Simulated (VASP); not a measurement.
Crystal: ZrSe2.

```xyz
3
Lattice="3.8440 0.0000 0.0000 -1.9220 3.3290 0.0000 0.0000 0.0000 6.2909" Properties=species:S:1:pos:R:3 pbc="T T T"
Zr    0.0000    0.0000    0.0000
Se    1.9220    1.1097    4.7942
Se    0.0000    2.2194    1.4967
```

The cell is a database's computed one.

- Program: VASP 6.6.1
- Task: relaxation of cell and atoms
- Functional: r2SCAN
- Dispersion: rVV10
- Potentials or basis: VASP PAW PBE potentials, release 64 (Zr_sv, Se)
- Cutoff: 600 eV
- k mesh: 7 × 7 × 4
- Occupations: gaussian, width 0.02 eV
- Spin: no spin polarisation

At the start: pressure 0.9 GPa; volume 26.83 Å³/atom.

**Question.** Where does the relaxation end?

**Answer.** Over 20 steps the energy falls by 14.8 meV/atom and the volume is 25.71 Å³/atom (-4.2 %); space group P-3m1 (No. 164, to 0.05 Å).

Step by step:
```tsv
step	energy change (eV)	largest force (eV/Å)	pressure (GPa)	volume (Å³)
1	0.0000	0.5551	0.86	80.50
2	-0.0190	0.0256	-1.79	82.18
3	-0.0206	0.0987	-1.24	81.81
4	-0.0336	0.0689	-0.28	80.19
5	-0.0338	0.0655	-0.18	80.02
6	-0.0354	0.1014	0.02	79.64
7	-0.0376	0.1942	0.57	78.63
8	-0.0382	0.1846	0.51	78.60
9	-0.0398	0.1561	0.33	78.51
10	-0.0419	0.0990	-0.02	78.31
11	-0.0411	0.0153	-0.67	77.92
12	-0.0424	0.0578	-0.26	78.17
13	-0.0429	0.0503	-0.22	77.98
14	-0.0439	0.0275	-0.08	77.43
15	-0.0434	0.0203	0.21	76.34
16	-0.0441	0.0120	0.02	77.05
17	-0.0442	0.0026	-0.02	77.11
18	-0.0442	0.0110	-0.08	77.18
19	-0.0443	0.0003	0.03	77.12
20	-0.0443	0.0021	0.00	77.13
```

Final structure:
```yaml
crystal:
  lattice:
    - [3.79385, 0.00000, 0.00000]
    - [-1.89692, 3.28557, 0.00000]
    - [0.00000, 0.00000, 6.18776]
  atoms:
    - { symbol: Zr, position: [0.00000, 0.00000, 0.00000] }
    - { symbol: Se, position: [0.66667, 0.33333, 0.74659] }
    - { symbol: Se, position: [0.33333, 0.66667, 0.25341] }
```

Caveat: the PAW data sets were made with another functional, which shifts forces and pressure a little.
